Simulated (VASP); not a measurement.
# BAs: input slips in a relaxation and what they do

Some relaxations of BAs get a fault in the input on purpose. Which of them show, and how? The starting structure is a measured crystal structure from the Crystallography Open Database. The first relaxation on each setting starts from this cell expanded by 3 % in volume.

Method: Kohn-Sham DFT with plane waves and PAW; PBEsol, in VASP 6.6.1.

**1. The starting structure**

The structure is cubic, space group F-43m (No. 216). Conventional cell: a = 4.777 Å, b = 4.777 Å, c = 4.777 Å, α = 90.00°, β = 90.00°, γ = 90.00°. As has 4 B at 2.07 Å nearest. Nearest to B lie 4 As at 2.07 Å. Farther neighbours are not listed.

As a file:

```
As B
1.0
     0.00000    2.38850    2.38850
     2.38850    0.00000    2.38850
     2.38850    2.38850    0.00000
As B
1 1
Direct
  0.75000 0.75000 0.75000
  0.00000 0.00000 0.00000
```

**2. Reference relaxation**

File INCAR:

```
SYSTEM = BAs
PREC = Accurate
ENCUT = 450
EDIFF = 1E-06
NELM = 100
ISMEAR = 0
SIGMA = 0.03
LREAL = .FALSE.
ALGO = Normal
GGA = PS
NBANDS = 10
LORBIT = 11
LWAVE = .FALSE.
LCHARG = .FALSE.
KPAR = 4
IBRION = 2
NSW = 50
ISIF = 3
EDIFFG = -0.004
```

File POSCAR:

```
BAs
1.0
    0.0000000000      2.4121500529      2.4121500529
    2.4121500529      0.0000000000      2.4121500529
    2.4121500529      2.4121500529      0.0000000000
As B
1 1
Direct
    0.7500000000      0.7500000000      0.7500000000
    0.0000000000      0.0000000000      0.0000000000
```

File KPOINTS:

```
Automatic mesh
0
Gamma
8 8 8
0 0 0
```

PAW data sets: As and B (PBE family, release 64).

Started as:

```sh
$ mpirun -np 4 vasp_std
```

Log:

```text
[banner, memory and clock lines left out]
running    4 mpi-ranks, on    1 nodes
 distrk:  each k-point on    1 cores,    4 groups
 distr:  one band on    1 cores,    1 groups

 POSCAR found type information on POSCAR AsB
 POSCAR found :  2 types and       2 ions
|                                                                             |
|               ----> ADVICE to this user running VASP <----                  |
|                                                                             |
|     You enforced a specific xc type in the INCAR file but a different       |
|     [... a line on the potential file left out ...]
|     I HOPE YOU KNOW WHAT YOU ARE DOING!                                     |
|                                                                             |

 LDA part: xc-table for (Slater+PW92), standard interpolation
 POSCAR, INCAR and KPOINTS ok, starting setup
 FFT: planning ... GRIDC
 FFT: planning ... GRID_SOFT
 FFT: planning ... GRID
 WAVECAR not read
 entering main loop
       N       E                     dE             d eps       ncg     rms          rms(c)
DAV:   1     0.109179471548E+02    0.10918E+02   -0.34194E+03   580   0.620E+02
DAV:   2    -0.121134736091E+02   -0.23031E+02   -0.22103E+02   802   0.105E+02
DAV:   3    -0.127436668166E+02   -0.63019E+00   -0.62906E+00   688   0.167E+01
DAV:   4    -0.127453388801E+02   -0.16721E-02   -0.16720E-02   718   0.961E-01
DAV:   5    -0.127453416853E+02   -0.28052E-05   -0.28052E-05   666   0.395E-02    0.462E+00
DAV:   6    -0.122585835397E+02    0.48676E+00   -0.13113E+00   628   0.484E+00    0.230E+00
DAV:   7    -0.121969810688E+02    0.61602E-01   -0.16306E-01   710   0.210E+00    0.900E-01
DAV:   8    -0.121881736128E+02    0.88075E-02   -0.18444E-02   630   0.773E-01    0.896E-02
DAV:   9    -0.121883023324E+02   -0.12872E-03   -0.62700E-04   660   0.160E-01    0.487E-02
DAV:  10    -0.121883635199E+02   -0.61188E-04   -0.98068E-05   638   0.610E-02    0.109E-02
DAV:  11    -0.121883659818E+02   -0.24619E-05   -0.19402E-06   716   0.108E-02    0.930E-03
DAV:  12    -0.121883658447E+02    0.13714E-06   -0.11773E-06   438   0.573E-03
   1 F= -.12188366E+02 E0= -.12188366E+02  d E =-.121884E+02
 curvature:   0.00 expect dE= 0.000E+00 dE for cont linesearch  0.000E+00
 trial: gam= 0.00000 g(F)=  0.585E-46 g(S)=  0.325E-01 ort = 0.000E+00 (trialstep = 0.100E+01)
 search vector abs. value=  0.325E-01
 bond charge predicted
       N       E                     dE             d eps       ncg     rms          rms(c)
DAV:   1    -0.122161645237E+02   -0.27799E-01   -0.67225E-01   628   0.522E+00    0.813E-01
DAV:   2    -0.121991312724E+02    0.17033E-01   -0.27350E-02   616   0.887E-01    0.409E-01
DAV:   3    -0.121936056989E+02    0.55256E-02   -0.11488E-02   614   0.502E-01    0.137E-01
DAV:   4    -0.121932910225E+02    0.31468E-03   -0.52707E-04   664   0.133E-01    0.842E-02
DAV:   5    -0.121932655538E+02    0.25469E-04   -0.49488E-05   672   0.408E-02    0.394E-02
DAV:   6    -0.121932648941E+02    0.65976E-06   -0.29232E-06   614   0.989E-03
   2 F= -.12193265E+02 E0= -.12193265E+02  d E =-.489905E-02
 trial-energy change:   -0.004899  1 .order   -0.004330   -0.032513    0.023852
 step:   0.5915(harm=  0.5768)  dis= 0.00000  next Energy=   -12.198098 (dE=-0.973E-02)
 bond charge predicted
       N       E                     dE             d eps       ncg     rms          rms(c)
DAV:   1    -0.122020015650E+02   -0.87360E-02   -0.11046E-01   630   0.208E+00    0.328E-01
DAV:   2    -0.121991237381E+02    0.28778E-02   -0.48353E-03   614   0.368E-01    0.165E-01
DAV:   3    -0.121982095540E+02    0.91418E-03   -0.18467E-03   616   0.202E-01    0.498E-02
DAV:   4    -0.121981479689E+02    0.61585E-04   -0.95803E-05   670   0.561E-02    0.311E-02
DAV:   5    -0.121981432111E+02    0.47577E-05   -0.72598E-06   680   0.156E-02    0.150E-02
DAV:   6    -0.121981430622E+02    0.14892E-06   -0.44238E-07   342   0.387E-03
   3 F= -.12198143E+02 E0= -.12198143E+02  d E =-.977722E-02
 curvature:  -0.29 expect dE=-0.222E-08 dE for cont linesearch -0.222E-08
 trial: gam=-0.00049 g(F)=  0.659E-47 g(S)=  0.772E-08 ort = 0.158E-04 (trialstep = 0.918E+00)
 search vector abs. value=  0.100E-09
 reached required accuracy - stopping structural energy minimisation
```

It took 6 s on 4 MPI ranks of AMD EPYC 7R43, shared host; peak memory 0.41 GiB.

Lines that name or quote the potential files are left out of all logs, and their timing lines are given in words.

Parts of OUTCAR (step 2):

```text
ion  position               nearest neighbor table
   1  0.750  0.750  0.750-   2 2.09   2 2.09   2 2.09   2 2.09
   2  0.000  0.000  0.000-   1 2.09   1 2.09   1 2.09   1 2.09

  LATTYP: Found a face centered cubic cell.
 ALAT       =     4.8243001058

 Subroutine GETGRP returns: Found 24 space group operations
 (whereof 24 operations were pure point group operations)

The static configuration has the point symmetry T_d .

 Found     29 irreducible k-points:

   k-points           NKPTS =     29   k-points in BZ     NKDIM =     29   number of bands    NBANDS=     10

   dimension x,y,z NGX =    24 NGY =   24 NGZ =   24
   dimension x,y,z NGXF=    48 NGYF=   48 NGZF=   48

   ENCUT  =  450.0 eV  33.07 Ry    5.75 a.u.   5.90  5.90  5.90*2*pi/ulx,y,z

   NELECT =       8.0000    total number of electrons

 k-points in reciprocal lattice and weights: Automatic mesh
   0.00000000  0.00000000  0.00000000       0.002
   0.12500000  0.00000000  0.00000000       0.016
   0.25000000  0.00000000  0.00000000       0.016
   0.37500000  0.00000000  0.00000000       0.016
   0.50000000  0.00000000  0.00000000       0.008
   0.12500000  0.12500000  0.00000000       0.012
   0.25000000  0.12500000  0.00000000       0.047
   0.37500000  0.12500000  0.00000000       0.047
   0.50000000  0.12500000  0.00000000       0.047
[...]
-0.37500000  0.50000000  0.12500000       0.023
  -0.25000000  0.50000000  0.25000000       0.012

 average (electrostatic) potential at core
       1 -48.5875       2 -26.9220

 E-fermi :   6.1993

 k-point     1 :       0.0000    0.0000    0.0000
  band No.  band energies     occupation
      1      -9.3945      2.00000
      2       6.0388      2.00000
      3       6.0388      2.00000
      4       6.0388      2.00000
      5       9.2716      0.00000
      6       9.2716      0.00000
      7       9.2716      0.00000
      8      10.7087      0.00000
      9      15.3797      0.00000
    ...

 k-point     2 :       0.1250    0.0000    0.0000
  band No.  band energies     occupation
      1      -9.1381      2.00000
      2       4.0598      2.00000
      3       5.5961      2.00000
      4       5.5961      2.00000
      5       9.3871      0.00000
      6       9.8526      0.00000
      7       9.8526      0.00000
      8      11.9756      0.00000
      9      16.3443      0.00000
    ...

 k-point     3 :       0.2500    0.0000    0.0000
  band No.  band energies     occupation
      1      -8.3911      2.00000
      2       1.0737      2.00000
      3       4.8823      2.00000
      4       4.8823      2.00000
      5       9.0567      0.00000
      6      10.6478      0.00000
      7      10.6478      0.00000
      8      13.8775      0.00000
      9      17.1209      0.00000
    ...

  Total       -0.0003267     -0.0003267     -0.0003267      0.0000000      0.0000000      0.0000000
  in kB       -0.0191922     -0.0191922     -0.0191922      0.0000000      0.0000000      0.0000000
  external PRESSURE =      -0.0191922 kB  Pullay stress =       0.0000000 kB

  energy-cutoff  :      450.00
  volume of cell :       27.27
      direct lattice vectors                 reciprocal lattice vectors
    -0.000000000  2.389082971  2.389082971    -0.209285323  0.209285323  0.209285323
     2.389082971  0.000000000  2.389082971     0.209285323 -0.209285323  0.209285323
     2.389082971  2.389082971  0.000000000     0.209285323  0.209285323 -0.209285323

 POSITION                                       TOTAL-FORCE (eV/Angst)
 -----------------------------------------------------------------------------------
      3.58362      3.58362      3.58362         0.000000      0.000000      0.000000
      0.00000      0.00000      0.00000        -0.000000     -0.000000     -0.000000
 -----------------------------------------------------------------------------------
    total drift:                               -0.000000     -0.000000     -0.000000

  FREE ENERGIE OF THE ION-ELECTRON SYSTEM (eV)
  ---------------------------------------------------
  free  energy   TOTEN  =       -12.1981430622 eV

  energy  without entropy=      -12.1981430622  energy(sigma->0) =      -12.19814306

 reached required accuracy - stopping structural energy minimisation

 total charge
# of ion       s       p       d       tot
------------------------------------------
    1        1.175   1.664   0.087   2.927
    2        0.654   1.169   0.000   1.823
--------------------------------------------------
tot          1.829   2.834   0.087   4.750

[... 3 further parts left out ...]
```

The PAW data sets were made with PBE, which is usual practice but a small mismatch for other functionals. The run keeps the 24 symmetry operations of its start, so it cannot find a distortion of lower symmetry.

The reference relaxation ends at 13.636 Å³ an atom. Pressures at 0.985 and 1.015 times this volume, from two more relaxations that aren't shown, give a bulk modulus of 140.9 GPa.

**3. Relaxation with a cutoff far too low**

A slip made on purpose: a cutoff far too low. Against step 2 the input has PREC = Normal and ENCUT = 180 (also changed: NELM).

Changes to INCAR since step 2:

```diff
@@ -1,6 +1,6 @@
 SYSTEM = BAs
-PREC = Accurate
-ENCUT = 450
+PREC = Normal
+ENCUT = 180
 EDIFF = 1E-06
-NELM = 100
+NELM = 60
 ISMEAR = 0
```

POSCAR is that of step 2.

KPOINTS is that of step 2.

Started as:

```sh
$ mpirun -np 4 vasp_std
```

Log:

```text
[banner, memory and clock lines left out]
running    4 mpi-ranks, on    1 nodes
[...]
[... a notice as in an earlier step ...]

 LDA part: xc-table for (Slater+PW92), standard interpolation
 POSCAR, INCAR and KPOINTS ok, starting setup
[...]
entering main loop
       N       E                     dE             d eps       ncg     rms          rms(c)
DAV:   1    -0.273727476821E+01   -0.27373E+01   -0.20307E+03   608   0.294E+02
DAV:   2    -0.121931002275E+02   -0.94558E+01   -0.91470E+01   808   0.599E+01
DAV:   3    -0.123474263485E+02   -0.15433E+00   -0.15417E+00   684   0.727E+00
DAV:   4    -0.123476346078E+02   -0.20826E-03   -0.20825E-03   656   0.309E-01
[...]
DAV:  10    -0.118987312008E+02   -0.31818E-04   -0.64820E-05   642   0.440E-02    0.714E-03
DAV:  11    -0.118987329825E+02   -0.17817E-05   -0.14536E-06   696   0.850E-03    0.652E-03
DAV:  12    -0.118987330492E+02   -0.66751E-07   -0.60873E-07   520   0.479E-03
   1 F= -.11898733E+02 E0= -.11898733E+02  d E =-.118987E+02
[... from here on, the cycles between the ionic steps are left out ...]
   2 F= -.11907347E+02 E0= -.11907347E+02  d E =-.861368E-02
   3 F= -.11968562E+02 E0= -.11968562E+02  d E =-.698294E-01
   4 F= -.11968560E+02 E0= -.11968560E+02  d E =-.698266E-01
   5 F= -.11968560E+02 E0= -.11968560E+02  d E =-.400168E-06
   6 F= -.11968568E+02 E0= -.11968568E+02  d E =-.885436E-05
[...]
reached required accuracy - stopping structural energy minimisation
```

Run time: 2.4 s. Hardware: 4 MPI ranks; peak memory 0.28 GiB; 7.1 s of CPU time.

OUTCAR, selected parts (step 3):

```text
  Total        0.0039677      0.0039677      0.0039677      0.0000000     -0.0000000      0.0000000
  in kB        0.2436127      0.2436127      0.2436127      0.0000000     -0.0000000      0.0000000
  external PRESSURE =       0.2436127 kB  Pullay stress =       0.0000000 kB

 POSITION                                       TOTAL-FORCE (eV/Angst)
 -----------------------------------------------------------------------------------
      3.53128      3.53128      3.53128        -0.000000      0.000000      0.000000
      4.70838      2.35419      2.35419         0.000000     -0.000000     -0.000000
 -----------------------------------------------------------------------------------
    total drift:                               -0.000001     -0.000001      0.000001

  FREE ENERGIE OF THE ION-ELECTRON SYSTEM (eV)
  ---------------------------------------------------
  free  energy   TOTEN  =       -11.9685684925 eV

  energy  without entropy=      -11.9685684925  energy(sigma->0) =      -11.96856849

[... 2 parts as in an earlier step ...]

[... 2 further parts left out ...]
[key lines of the parts left out:]
E-fermi :   6.7118
```

With a cutoff far too low the cell ends at 13.047 Å³ an atom, -4.32 % from the reference; the bulk modulus is 159.1 GPa against 140.9 GPa.

**4. Relaxation with a functional's name that the tag doesn't take**

A slip made on purpose: a functional's name that the tag doesn't take. Against step 2 the input has GGA = PBESOL (also changed: NELM).

Changes to INCAR since step 3:

```diff
@@ -1,4 +1,4 @@
 SYSTEM = BAs
-PREC = Normal
-ENCUT = 180
+PREC = Accurate
+ENCUT = 450
 EDIFF = 1E-06
@@ -9,3 +9,3 @@
 ALGO = Normal
-GGA = PS
+GGA = PBESOL
 NBANDS = 10
```

POSCAR is that of step 3.

KPOINTS is that of step 3.

Started as:

```sh
$ mpirun -np 4 vasp_std
```

Log:

```text
[banner, memory and clock lines left out]
running    4 mpi-ranks, on    1 nodes
[...]
|                                                                             |
|     EEEEEEE  RRRRRR   RRRRRR   OOOOOOO  RRRRRR      ###     ###     ###     |
|     E        R     R  R     R  O     O  R     R     ###     ###     ###     |
|     E        R     R  R     R  O     O  R     R     ###     ###     ###     |
|     EEEEE    RRRRRR   RRRRRR   O     O  RRRRRR       #       #       #      |
|     E        R   R    R   R    O     O  R   R                               |
|     E        R    R   R    R   O     O  R    R      ###     ###     ###     |
|     EEEEEEE  R     R  R     R  OOOOOOO  R     R     ###     ###     ###     |
|                                                                             |
|     Error: One of the selected functionals does not exist.                  |
|                                                                             |
|       ---->  I REFUSE TO CONTINUE WITH THIS SICK JOB ... BYE!!! <----       |
|                                                                             |

1
1
1
1
```

Elapsed: 3.8 s, on 4 MPI ranks.

VASP stopped with this message: “Error: One of the selected functionals does not exist”.

**5. Relaxation with a smearing far too wide**

A slip made on purpose: a smearing far too wide. Against step 2 the input has SIGMA = 2 (also changed: NELM).

Changes to INCAR since step 4:

```diff
@@ -6,6 +6,6 @@
 ISMEAR = 0
-SIGMA = 0.03
+SIGMA = 2
 LREAL = .FALSE.
 ALGO = Normal
-GGA = PBESOL
+GGA = PS
 NBANDS = 10
```

POSCAR is that of step 4.

KPOINTS is that of step 4.

Started as:

```sh
$ mpirun -np 4 vasp_std
```

Log:

```text
[... set-up lines as in an earlier step ...]
 entering main loop
       N       E                     dE             d eps       ncg     rms          rms(c)
DAV:   1     0.105441050960E+02    0.10544E+02   -0.34194E+03   580   0.620E+02
DAV:   2    -0.122435958532E+02   -0.22788E+02   -0.21911E+02   802   0.105E+02
DAV:   3    -0.128689558440E+02   -0.62536E+00   -0.62288E+00   688   0.167E+01
DAV:   4    -0.128706338394E+02   -0.16780E-02   -0.16779E-02   718   0.960E-01
[...]
DAV:  10    -0.123494404361E+02   -0.34034E-04   -0.76539E-05   640   0.518E-02    0.109E-02
DAV:  11    -0.123494420803E+02   -0.16442E-05   -0.16529E-06   696   0.989E-03    0.917E-03
DAV:  12    -0.123494418806E+02    0.19973E-06   -0.10236E-06   394   0.520E-03
   1 F= -.12349442E+02 E0= -.12053673E+02  d E =-.123494E+02
[...]
N       E                     dE             d eps       ncg     rms          rms(c)
DAV:   1    -0.123633884148E+02   -0.13946E-01   -0.31986E-01   628   0.358E+00    0.542E-01
[...]
DAV:   4    -0.123525637990E+02    0.12653E-03   -0.22997E-04   666   0.888E-02    0.543E-02
DAV:   5    -0.123525534719E+02    0.10327E-04   -0.19097E-05   682   0.259E-02    0.250E-02
DAV:   6    -0.123525530984E+02    0.37343E-06   -0.12128E-06   562   0.640E-03
   2 F= -.12352553E+02 E0= -.12071580E+02  d E =-.311122E-02
 trial-energy change:   -0.003111  1 .order   -0.002888   -0.015617    0.009840
 step:   0.6258(harm=  0.6135)  dis= 0.00000  next Energy=   -12.354383 (dE=-0.494E-02)
[...]
N       E                     dE             d eps       ncg     rms          rms(c)
DAV:   1    -0.123559282103E+02   -0.33747E-02   -0.44278E-02   630   0.132E+00    0.201E-01
DAV:   2    -0.123547885423E+02    0.11397E-02   -0.18184E-03   610   0.231E-01    0.102E-01
DAV:   3    -0.123544161112E+02    0.37243E-03   -0.77382E-04   618   0.131E-01    0.312E-02
DAV:   4    -0.123543950893E+02    0.21022E-04   -0.34036E-05   666   0.339E-02    0.188E-02
DAV:   5    -0.123543930976E+02    0.19917E-05   -0.24313E-06   616   0.926E-03    0.884E-03
DAV:   6    -0.123543930111E+02    0.86447E-07   -0.15912E-07   326   0.237E-03
   3 F= -.12354393E+02 E0= -.12068074E+02  d E =-.495113E-02
[...]
reached required accuracy - stopping structural energy minimisation
```

The job ended after 6 s (4 MPI ranks; peak memory 0.43 GiB).

[end of part 1 of 2]

[Lines on the potential files, build, host, timing and source positions are cut from VASP's logs without a mark.]

[Logs are printed without paths, hosts, clocks, repeated set-up lines and the standing remarks that a program may print on its own settings, such as how far it seeks lower states.]

[Hosts, paths, dates, database ids (printed as entryN), source tags and the programs' standing remarks are cut or masked in the printed files.]
